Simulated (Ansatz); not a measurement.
Level of theory: Ansatz 0.2.0, DFT PBE, scalar-relativistic, plane waves, PAW. Cutoff 420 eV, Γ-centred meshes of about 0.25 Å⁻¹ or finer for metals and 0.3 Å⁻¹ for insulators (2π included), Gaussian smearing. No spin polarisation.

These are static total energies at zero pressure.

Two forms of BeSe3 were relaxed alike.

A.

```cif
data_structure
_symmetry_space_group_name_H-M 'P6_3/mmc'
_symmetry_Int_Tables_number 194
_cell_length_a 11.8149
_cell_length_b 11.8149
_cell_length_c 2.5647
_cell_angle_alpha 90.000
_cell_angle_beta 90.000
_cell_angle_gamma 120.000
_cell_volume 310.04
loop_
_atom_site_label
_atom_site_type_symbol
_atom_site_symmetry_multiplicity
_atom_site_Wyckoff_symbol
_atom_site_fract_x
_atom_site_fract_y
_atom_site_fract_z
_atom_site_occupancy
Be1 Be 2 d 0.66667 0.33333 0.25000 1
Se1 Se 6 h 0.46851 0.23426 0.75000 1
```

B.

```cif
data_structure
_symmetry_space_group_name_H-M 'P4/nmm:1'
_symmetry_Int_Tables_number 129
_cell_length_a 3.6186
_cell_length_b 3.6186
_cell_length_c 17.5069
_cell_angle_alpha 90.000
_cell_angle_beta 90.000
_cell_angle_gamma 90.000
_cell_volume 229.25
loop_
_atom_site_label
_atom_site_type_symbol
_atom_site_symmetry_multiplicity
_atom_site_Wyckoff_symbol
_atom_site_fract_x
_atom_site_fract_y
_atom_site_fract_z
_atom_site_occupancy
Be1 Be 2 a 0.50000 0.50000 0.00000 1
Se1 Se 2 c 0.50000 0.00000 0.92252 1
Se2 Se 2 c 0.00000 0.50000 0.34385 1
Se3 Se 2 c 0.50000 0.00000 0.38496 1
```

Question: Which form is favoured at zero pressure, and by what margin per atom?

Answer: B is lower, by 0.32 eV/atom. A has space group P6_3/mmc (No. 194), 38.8 Å³/atom and no gap on its mesh; B has space group P4/nmm (No. 129), 28.7 Å³/atom and no gap. Counting Se atoms around Be (those within 1.25 times the shortest such distance or 1.15 times the sum of covalent radii), A has Be 6 and B has Be 4. A holds Se–Se chains (shortest 2.56 Å); in B the shortest Se–Se distance is 2.66 Å, near bonding range too. Both come from trial cells of a structure search, whose lowest cell (P1, 25.5 Å³/atom) lies 60 meV/atom below the lower of the two.

Weakly bound directions are ill-defined at this level, which has no dispersion term (P6_3/mmc, P4/nmm), and this can change margins and order among such cells. The zero gap of P4/nmm may come from the functional, which often closes small gaps, or the cell may be a true semimetal. With atoms moved at random, B (by 14 meV/atom) fell into a lower structure. A had no clear such test and can be a saddle point. Some types were kept out of the candidates beforehand, so the set may lack a known form.

The preference for B by 0.32 eV/atom fits the small size of Be²⁺, which favours tetrahedral coordination by selenium. In A, beryllium sits in a trigonal prism of six Se, too roomy for so small a cation, and the open packing probably adds to the cost.

The coordinates also show that B is hardly a true triselenide. It consists of BeSe layers, formally Be²⁺ and Se²⁻, alternating with buckled square nets of essentially neutral selenium. Its lower energy therefore suggests a tendency to separate into BeSe and Se rather than a stable polyselenide.

In both forms the Se–Se contacts are longer than a normal single bond. Neutral selenium prefers two short bonds, so the four equal contacts in the net point to delocalised, electron-rich bonding with partly filled p bands. A distortion into short and long contacts would probably lower the energy and could open a gap. The ordering of A and B does not establish that BeSe3 is stable against BeSe and elemental selenium.
